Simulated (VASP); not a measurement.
# Tc (Fm-3m) in VASP: notebook

Aim: see how the results for Tc move with the level of theory and the settings. Levels: LDA, BLYP, PBE+D3(BJ), PBEsol. Tasks: single point, relaxation of the atoms.

All numbers are computed with VASP 6.6.1; they aren't measurements. Logs are shortened: lines on timing, memory, paths and dates and some standing lists are left out, and cuts for length are marked.

## (1) Starting point

Symmetry: Fm-3m, No. 225, cubic system. Conventional cell: a = 3.900 Å, b = 3.900 Å, c = 3.900 Å, α = 90.00°, β = 90.00°, γ = 90.00°. Around Tc (site symmetry m-3m) lie 12 Tc at 2.76 Å.

This isn't the form of Tc at room conditions, which is hcp.

## (2) Single point, LDA

Contents of run.py:

```python
from ase.calculators.vasp import Vasp
from ase.dft.bandgap import bandgap
from ase.spacegroup import crystal

atoms = crystal(
    ['Tc'],
    basis=[[0.0, 0.0, 0.0]],
    spacegroup=225,
    setting=1,
    cellpar=[3.9, 3.9, 3.9, 90.0, 90.0, 90.0],
    primitive_cell=True,
)
calc = Vasp(
    directory='calc',
    xc='lda',
    pp='LDA',
    setups='recommended',
    prec='Accurate',
    encut=520,
    ediff=1e-07,
    ismear=0,
    sigma=0.05,
    lreal=False,
    lasph=True,
    nelm=100,
    algo='Fast',
    isif=2,
    lwave=False,
    lcharg=False,
    kpts=[12, 12, 12],
    gamma=True,
    nbands=12,
)
atoms.calc = calc

print('energy (eV):', atoms.get_potential_energy())
print('free energy (eV):', atoms.get_potential_energy(force_consistent=True))
print('forces (eV/A):')
print(atoms.get_forces())
print('stress (eV/A^3, Voigt):', atoms.get_stress())
print('Fermi level (eV):', calc.get_fermi_level())
gap, top, bottom = bandgap(calc)
print('band gap (eV):', gap, 'from (spin, k, band)', top, 'to', bottom)
```

Potentials or basis: VASP PAW LDA potentials, release 64 (Tc_pv).

Launch:

```sh
python run.py
```

The log of the run:

```text
energy (eV): -11.58843076
free energy (eV): -11.58935089
forces (eV/A):
[[0. 0. 0.]]
stress (eV/A^3, Voigt): [ 0.12630133  0.12630133  0.12630133 -0.         -0.         -0.        ]
Fermi level (eV): 12.15217585
band gap (eV): 0.0 from (spin, k, band) (None, None, None) to (None, None, None)
```

OUTCAR:

```text
ENCUT = 520.000000
   EDIFF = 1.00e-07
   PREC = Accurate
   ISIF = 2
   ISMEAR = 0
   NELM = 100
   LASPH = .TRUE.
   LREAL = .FALSE.

 ion  position               nearest neighbor table
   1  0.000  0.000  0.000-

  LATTYP: Found a face centered cubic cell.
 ALAT       =     3.9000000000

  Lattice vectors:

 A1 = (   0.0000000000,   1.9500000000,   1.9500000000)
 A2 = (   1.9500000000,   0.0000000000,   1.9500000000)
 A3 = (   1.9500000000,   1.9500000000,   0.0000000000)

Analysis of symmetry for initial positions (statically):
=====================================================================
 Subroutine PRICEL returns:
 Original cell was already a primitive cell.

 Routine SETGRP: Setting up the symmetry group for a
 face centered cubic supercell.

 Subroutine GETGRP returns: Found 48 space group operations
 (whereof 48 operations were pure point group operations)
 out of a pool of 48 trial point group operations.

The static configuration has the point symmetry O_h .

Analysis of symmetry for dynamics (positions and initial velocities):
=====================================================================
 Subroutine PRICEL returns:
 Original cell was already a primitive cell.

 Routine SETGRP: Setting up the symmetry group for a
 face centered cubic supercell.

 Subroutine GETGRP returns: Found 48 space group operations
 (whereof 48 operations were pure point group operations)
 out of a pool of 48 trial point group operations.

The dynamic configuration has the point symmetry O_h .

 Subroutine INISYM returns: Found 48 space group operations
 (whereof 48 operations are pure point group operations),
 and found     1 'primitive' translations

[... 160 lines left out ...]
 Free energy of the ion-electron system (eV)
  ---------------------------------------------------
  ext. energy  EPLUGINS =         0.00000000
  ---------------------------------------------------
  free energy    TOTEN  =       -11.58935089 eV

  energy without entropy =      -11.58751064  energy(sigma->0) =      -11.58843076

 E-fermi :  12.1522     XC(G=0): -13.8215

 val. band max:       12.1435999320   @ k =  -0.2500   0.3333   0.0833
 cond. band min:      12.1523670805   @ k =  -0.4167   0.0833   0.0000
 fundamental gap:      0.0087671485
 Fermi energy:        12.1521758528

 k-point     1 :       0.0000    0.0000    0.0000
  band No.  band energies     occupation
      1     -26.1137      2.00000
      2     -26.1137      2.00000
      3     -26.1137      2.00000
      4       4.7229      2.00000
      5      10.3617      2.00000
      6      10.3617      2.00000
      7      10.3617      2.00000
      8      12.8602      0.00000
      9      12.8602      0.00000
     10      26.1148      0.00000
     11      31.4862      0.00000
     12      31.4862      0.00000
[... 571 lines left out ...]
 k-point    40 :       0.4167    0.4167    0.0000
  band No.  band energies     occupation
      1     -27.1306      2.00000
      2     -26.5026      2.00000
      3     -26.5026      2.00000
      4       6.6101      2.00000
      5       7.1450      2.00000
      6      14.6123      0.00000
      7      14.6735      0.00000
      8      14.7927      0.00000
      9      14.7927      0.00000
     10      25.8257      0.00000
     11      25.8257      0.00000
     12      27.1603      0.00000

 [... further k-points ...]

------------------------ aborting loop because EDIFF is reached ----------------------------------------

  FORCE on cell =-STRESS in cart. coord.  units (eV):
  Direction    XX          YY          ZZ          XY          YZ          ZX
  --------------------------------------------------------------------------------------
  -------------------------------------------------------------------------------------
  Total       -1.8730164     -1.8730164     -1.8730164      0.0000000      0.0000000      0.0000000
  in kB     -202.3570438   -202.3570438   -202.3570438      0.0000000      0.0000000      0.0000000
  external PRESSURE =    -202.3570438 kB  Pullay stress =       0.0000000 kB

 VOLUME and BASIS-vectors are now :
 -----------------------------------------------------------------------------
  energy-cutoff  :      520.00
  volume of cell :       14.83
      direct lattice vectors                 reciprocal lattice vectors
     0.000000000  1.950000000  1.950000000    -0.256410256  0.256410256  0.256410256
     1.950000000  0.000000000  1.950000000     0.256410256 -0.256410256  0.256410256
     1.950000000  1.950000000  0.000000000     0.256410256  0.256410256 -0.256410256

 POSITION                                       TOTAL-FORCE (eV/Angst)
 -----------------------------------------------------------------------------------
      0.00000      0.00000      0.00000         0.000000      0.000000      0.000000
 -----------------------------------------------------------------------------------
    total drift:                               -0.000000      0.000000      0.000000

  FREE ENERGIE OF THE ION-ELECTRON SYSTEM (eV)
  ---------------------------------------------------
  free  energy   TOTEN  =       -11.5893508873 eV

  energy  without entropy=      -11.5875106355  energy(sigma->0) =      -11.58843076
```

INCAR:

```text
ENCUT = 520.000000
SIGMA = 0.050000
EDIFF = 1.00e-07
ALGO = Fast
PREC = Accurate
ISIF = 2
ISMEAR = 0
NBANDS = 12
NELM = 100
LASPH = .TRUE.
LCHARG = .FALSE.
LWAVE = .FALSE.
LREAL = .FALSE.
```

Wall time 22 s (1 thread of Intel Xeon Platinum 8375C at 2.90GHz (Ice Lake), shared host); peak memory 0.13 GiB.

Results:

```
Free energy            : -11.5894 eV
Pressure               : -20.2 GPa
Band gap on the k mesh : none (metal or under the smearing width)
```

Caveat: so large a pressure means that the cell lies far from this level's equilibrium, or that cutoff or potentials fall short.

## (3) Relaxation of the atoms, BLYP (volume scaled by 1.04)

Contents of INCAR:

```
  PREC = Accurate
  ENCUT = 520
  EDIFF = 1E-6
  ISMEAR = 0
  SIGMA = 0.05
  LREAL = F
  LASPH = T
  NELM = 100
  ALGO = Fast
  ISIF = 2
  LWAVE = F
  LCHARG = F
  GGA = B5
  ALDAX = 1.0
  AGGAX = 1.0
  AGGAC = 1.0
  ALDAC = 0.0
  IBRION = 2
  NSW = 40
  EDIFFG = -0.005
```

Contents of Tc.cif:

```cif
data_Tc
_cell_length_a 3.95132167
_cell_length_b 3.95132167
_cell_length_c 3.95132167
_cell_angle_alpha 90.00000000
_cell_angle_beta 90.00000000
_cell_angle_gamma 90.00000000
_space_group_name_H-M_alt 'Fm-3m'
_space_group_name_Hall '-F 4 2 3'
_space_group_IT_number 225
loop_
_space_group_symop_operation_xyz
'x,y,z'
'-x,-y,-z'
'-y,x,z'
'y,-x,-z'
'-x,-y,z'
'x,y,-z'
'y,-x,z'
'-y,x,-z'
'x,-y,-z'
'-x,y,z'
'-y,-x,-z'
'y,x,z'
'-x,y,-z'
'x,-y,z'
'y,x,-z'
'-y,-x,z'
'z,x,y'
'-z,-x,-y'
'z,-y,x'
'-z,y,-x'
'z,-x,-y'
'-z,x,y'
'z,y,-x'
'-z,-y,x'
'-z,x,-y'
'z,-x,y'
'-z,-y,-x'
'z,y,x'
'-z,-x,y'
'z,x,-y'
'-z,y,x'
'z,-y,-x'
'y,z,x'
'-y,-z,-x'
'x,z,-y'
'-x,-z,y'
'-y,z,-x'
'y,-z,x'
'-x,z,y'
'x,-z,-y'
'-y,-z,x'
'y,z,-x'
'-x,-z,-y'
'x,z,y'
'y,-z,-x'
'-y,z,x'
'x,-z,y'
'-x,z,-y'
'x,y+1/2,z+1/2'
'-x,-y+1/2,-z+1/2'
'-y,x+1/2,z+1/2'
[... 62 lines left out ...]
'-z+1/2,-x,-y+1/2'
'z+1/2,-y,x+1/2'
'-z+1/2,y,-x+1/2'
'z+1/2,-x,-y+1/2'
'-z+1/2,x,y+1/2'
'z+1/2,y,-x+1/2'
'-z+1/2,-y,x+1/2'
'-z+1/2,x,-y+1/2'
'z+1/2,-x,y+1/2'
'-z+1/2,-y,-x+1/2'
'z+1/2,y,x+1/2'
'-z+1/2,-x,y+1/2'
'z+1/2,x,-y+1/2'
'-z+1/2,y,x+1/2'
'z+1/2,-y,-x+1/2'
'y+1/2,z,x+1/2'
'-y+1/2,-z,-x+1/2'
'x+1/2,z,-y+1/2'
'-x+1/2,-z,y+1/2'
'-y+1/2,z,-x+1/2'
'y+1/2,-z,x+1/2'
'-x+1/2,z,y+1/2'
'x+1/2,-z,-y+1/2'
'-y+1/2,-z,x+1/2'
'y+1/2,z,-x+1/2'
'-x+1/2,-z,-y+1/2'
'x+1/2,z,y+1/2'
'y+1/2,-z,-x+1/2'
'-y+1/2,z,x+1/2'
'x+1/2,-z,y+1/2'
'-x+1/2,z,-y+1/2'
'x+1/2,y+1/2,z'
'-x+1/2,-y+1/2,-z'
'-y+1/2,x+1/2,z'
'y+1/2,-x+1/2,-z'
'-x+1/2,-y+1/2,z'
'x+1/2,y+1/2,-z'
'y+1/2,-x+1/2,z'
'-y+1/2,x+1/2,-z'
'x+1/2,-y+1/2,-z'
'-x+1/2,y+1/2,z'
'-y+1/2,-x+1/2,-z'
'y+1/2,x+1/2,z'
'-x+1/2,y+1/2,-z'
'x+1/2,-y+1/2,z'
'y+1/2,x+1/2,-z'
'-y+1/2,-x+1/2,z'
'z+1/2,x+1/2,y'
'-z+1/2,-x+1/2,-y'
'z+1/2,-y+1/2,x'
'-z+1/2,y+1/2,-x'
'z+1/2,-x+1/2,-y'
'-z+1/2,x+1/2,y'
'z+1/2,y+1/2,-x'
'-z+1/2,-y+1/2,x'
'-z+1/2,x+1/2,-y'
'z+1/2,-x+1/2,y'
'-z+1/2,-y+1/2,-x'
'z+1/2,y+1/2,x'
'-z+1/2,-x+1/2,y'
'z+1/2,x+1/2,-y'
'-z+1/2,y+1/2,x'
'z+1/2,-y+1/2,-x'
'y+1/2,z+1/2,x'
'-y+1/2,-z+1/2,-x'
'x+1/2,z+1/2,-y'
'-x+1/2,-z+1/2,y'
'-y+1/2,z+1/2,-x'
'y+1/2,-z+1/2,x'
'-x+1/2,z+1/2,y'
'x+1/2,-z+1/2,-y'
'-y+1/2,-z+1/2,x'
'y+1/2,z+1/2,-x'
'-x+1/2,-z+1/2,-y'
'x+1/2,z+1/2,y'
'y+1/2,-z+1/2,-x'
'-y+1/2,z+1/2,x'
'x+1/2,-z+1/2,y'
'-x+1/2,z+1/2,-y'
loop_
_atom_site_label
_atom_site_type_symbol
_atom_site_symmetry_multiplicity
_atom_site_Wyckoff_symbol
_atom_site_fract_x
_atom_site_fract_y
_atom_site_fract_z
_atom_site_occupancy
Tc1 Tc 4 a 0.0000000000 0.0000000000 0.0000000000 1
```

Contents of KPOINTS:

```
Automatic mesh
0
Gamma
  7 7 7
```

Contents of POSCAR:

```
Tc
 1.0000000000000000
     3.9513216700000000    0.0000000000000000    0.0000000000000000
     0.0000000000000000    3.9513216700000000    0.0000000000000000
     0.0000000000000000    0.0000000000000000    3.9513216700000000
 Tc 
   4
Cartesian
  0.0000000000000000  0.0000000000000000  0.0000000000000000
  0.0000000000000000  1.9756608350000000  1.9756608350000000
  1.9756608350000000  0.0000000000000000  1.9756608350000000
  1.9756608350000000  1.9756608350000000  0.0000000000000000
```

Potentials or basis: VASP PAW PBE potentials, release 64 (Tc_pv).

Launch:

```sh
ase convert -i cif -o vasp Tc.cif POSCAR
cat potpaw_PBE.64/Tc_pv/POTCAR > POTCAR
mpirun -np 1 vasp_std > vasp.out
```

It took 63 s on 1 thread of Intel Xeon Platinum 8375C at 2.90GHz (Ice Lake), shared host; peak memory 0.17 GiB.

The run converged. Its results:

- Free energy: -35.5421 eV
- Pressure after relaxing: -4.8 GPa
- Band gap on the k mesh: none (metal or under the smearing width)

Final structure:
```xyz
4
Lattice="3.9513 0.0000 0.0000 0.0000 3.9513 0.0000 0.0000 0.0000 3.9513" Properties=species:S:1:pos:R:3 pbc="T T T"
Tc    0.0000    0.0000    0.0000
Tc    0.0000    1.9757    1.9757
Tc    1.9757    0.0000    1.9757
Tc    1.9757    1.9757    0.0000
```

Levels at points of the mesh, in eV from the Fermi level:
```
           k point  band 23  band 24  band 25  band 26  band 27  band 28
(0.00, 0.00, 0.00)     0.77     0.77     2.54     2.54     2.54     3.10
```

Caveat: the relaxation stopped at its first step, so nothing moved; the PAW data sets were made with another functional, which shifts forces and pressure a little.

## (4) Single point, PBE+D3(BJ) (volume scaled by 1.15)

Contents of run.py:

```python
from ase import Atoms
from ase.calculators.vasp import Vasp
from ase.dft.bandgap import bandgap

atoms = Atoms(
    ['Tc'],
    cell=[[0.0, 2.0429946287, 2.0429946287], [2.0429946287, 0.0, 2.0429946287], [2.0429946287, 2.0429946287, 0.0]],
    scaled_positions=[[0.0, 0.0, 0.0]],
    pbc=True,
)
calc = Vasp(
    directory='calc',
    xc='pbe',
    pp='PBE',
    setups='gw',
    prec='Normal',
    encut=250,
    ediff=1e-06,
    ismear=0,
    sigma=0.05,
    lreal=False,
    lasph=True,
    nelm=80,
    algo='Normal',
    isif=2,
    lwave=False,
    lcharg=False,
    ivdw=12,
    kspacing=0.25,
)
atoms.calc = calc

print('energy (eV):', atoms.get_potential_energy())
print('free energy (eV):', atoms.get_potential_energy(force_consistent=True))
print('forces (eV/A):')
print(atoms.get_forces())
print('stress (eV/A^3, Voigt):', atoms.get_stress())
print('Fermi level (eV):', calc.get_fermi_level())
gap, top, bottom = bandgap(calc)
print('band gap (eV):', gap, 'from (spin, k, band)', top, 'to', bottom)
```

Potentials or basis: VASP PAW PBE potentials, release 64 (Tc_sv_GW).

Launch:

```sh
python run.py
```

It took 4.8 s on 1 thread of AMD EPYC 9R45 (Zen 5), shared host; peak memory 0.09 GiB.

The run converged, but a check on its numbers failed (symmetry, net force, bounds or a known fault of this set-up), so they aren't taken as properties of the crystal.

Caveat: the cutoff lies under the usual one of these potentials, so the numbers hold a large basis-set error; pairwise dispersion overbinds metals, which lowers pressure and volume.

## (5) Single point, PBEsol

Contents of INCAR:

```
SYSTEM = Tc
  PREC = Accurate
  ENCUT = 520
  EDIFF = 1E-7
  ISMEAR = 0
  SIGMA = 0.02
  LREAL = .False.
  LASPH = .True.
  NELM = 100
  ALGO = Fast
  ISIF = 2
  LWAVE = .False.
  LCHARG = .True.
  GGA = PS
  LELF = .True.
  LVHAR = .True.
```

Contents of KPOINTS:

```
regular mesh
0
Gamma
  12 12 12
  0 0 0
```

Contents of POSCAR:

```
Tc
1.0
    0.0000000000      1.9500000000      1.9500000000
    1.9500000000      0.0000000000      1.9500000000
    1.9500000000      1.9500000000      0.0000000000
Tc
1
Direct
    0.0000000000      0.0000000000      0.0000000000
```

Potentials or basis: VASP PAW PBE potentials, release 64 (Tc_pv).

Launch:

```sh
cat potpaw_PBE.64/Tc_pv/POTCAR > POTCAR
mpirun -np 1 vasp_std > vasp.out
```

It took 9.3 s on 1 thread of Intel Xeon Platinum 8559C (Emerald Rapids), shared host; peak memory 0.14 GiB.

Results (log left out):

* Free energy: -11.1492 eV
* Pressure: -15.8 GPa
* Band gap on the k mesh: none (metal or under the smearing width)

Levels at points of the mesh, in eV from the Fermi level:
| k point | band 4 | band 5 | band 6 | band 7 | band 8 | band 9 | band 10 |
| --- | --- | --- | --- | --- | --- | --- | --- |
| (0.00, 0.00, 0.00) | -7.47 | -1.78 | -1.78 | -1.78 | 0.72 | 0.72 | 13.95 |
| (0.50, 0.00, 0.00) | -5.44 | -1.94 | -1.94 | 1.10 | 2.67 | 2.67 | 10.27 |
| (0.50, 0.50, 0.00) | -5.77 | -5.18 | 2.62 | 3.23 | 3.23 | 3.63 | 12.72 |

Caveat: so large a pressure means that the cell lies far from this level's equilibrium, or that cutoff or potentials fall short; the potentials were made for another functional, which shifts forces and pressure.

## (6) Single point, PBEsol

Contents of run.py:

```python
from ase.calculators.vasp import Vasp
from ase.dft.bandgap import bandgap
from ase.io import read

atoms = read('POSCAR')
calc = Vasp(
    directory='calc',
    xc='pbesol',
    pp='PBE',
    setups='materialsproject',
    prec='Accurate',
    encut=520,
    ediff=1e-06,
    ismear=0,
    sigma=0.02,
    lreal=False,
    lasph=True,
    nelm=60,
    algo='Normal',
    isif=2,
    lwave=False,
    lcharg=False,
    kpts=[12, 12, 12],
    gamma=True,
    nbands=12,
)
atoms.calc = calc

print('energy (eV):', atoms.get_potential_energy())
print('free energy (eV):', atoms.get_potential_energy(force_consistent=True))
print('forces (eV/A):')
print(atoms.get_forces())
print('stress (eV/A^3, Voigt):', atoms.get_stress())
print('Fermi level (eV):', calc.get_fermi_level())
gap, top, bottom = bandgap(calc)
print('band gap (eV):', gap, 'from (spin, k, band)', top, 'to', bottom)
```

POSCAR is that of step 5.

Potentials or basis: VASP PAW PBE potentials, release 64 (Tc_pv).

Launch:

```sh
python run.py
```

Wall time 12 s (1 thread of Intel Xeon Platinum 8559C (Emerald Rapids), shared host); peak memory 0.14 GiB.

Results (log left out):

```yaml
Free_energy: -11.1492 eV
Pressure: -15.8 GPa
Band_gap_on_the_k_mesh: none (metal or under the smearing width)
```

Levels at points of the mesh, in eV from the Fermi level:
```tsv
k point	band 3	band 4	band 5	band 6	band 7	band 8	band 9	band 10	band 11	band 12
(0.00, 0.00, 0.00)	-38.40	-7.47	-1.78	-1.78	-1.78	0.72	0.72	13.95	19.36	19.36
(0.50, 0.00, 0.00)	-38.56	-5.44	-1.94	-1.94	1.10	2.67	2.67	10.27	13.57	19.86
(0.50, 0.50, 0.00)	-38.82	-5.77	-5.18	2.62	3.23	3.23	3.63	12.72	12.72	13.68
```

Caveat: so large a pressure means that the cell lies far from this level's equilibrium, or that cutoff or potentials fall short; the potentials were made for another functional, which shifts forces and pressure.

## (7) For comparison

An earlier run on the cell as given: functional PBE; potentials or basis VASP PAW PBE potentials, release 64 (Tc_pv); cutoff 520 eV; k mesh 12 × 12 × 12; occupations fermi-dirac, width 0.05 eV; no spin polarisation.

* Pressure: -6.9 GPa
* Band gap on the k mesh: none (metal or under the smearing width)

## (8) The runs side by side

| task | level | potentials or basis | cell | k mesh | smearing | gap on the mesh (eV) | pressure (GPa) |
| --- | --- | --- | --- | --- | --- | --- | --- |
| single point | LDA | VASP PAW LDA potentials, release 64 (Tc_pv) | as given | 12 × 12 × 12 | gaussian 0.05 eV | none | -20.2 |
| relaxation of the atoms | BLYP | VASP PAW PBE potentials, release 64 (Tc_pv) | atoms relaxed from: volume scaled by 1.04 | 7 × 7 × 7 | gaussian 0.05 eV | none | -4.8 |
| single point | PBEsol | VASP PAW PBE potentials, release 64 (Tc_pv) | as given | 12 × 12 × 12 | gaussian 0.02 eV | none | -15.8 |
| single point | PBE | VASP PAW PBE potentials, release 64 (Tc_pv) | as given | 12 × 12 × 12 | fermi-dirac 0.05 eV | none | -6.9 |

Alike in all rows: no spin polarisation; cutoff (eV) 520.

Caveats: so large a pressure means that the cell lies far from this level's equilibrium, or that cutoff or potentials fall short (some runs); the relaxation stopped at its first step, so nothing moved (some runs); the PAW data sets were made with another functional, which shifts forces and pressure a little (some runs); the potentials were made for another functional, which shifts forces and pressure (some runs).

Absolute energies hang on the potentials; compare differences alone.
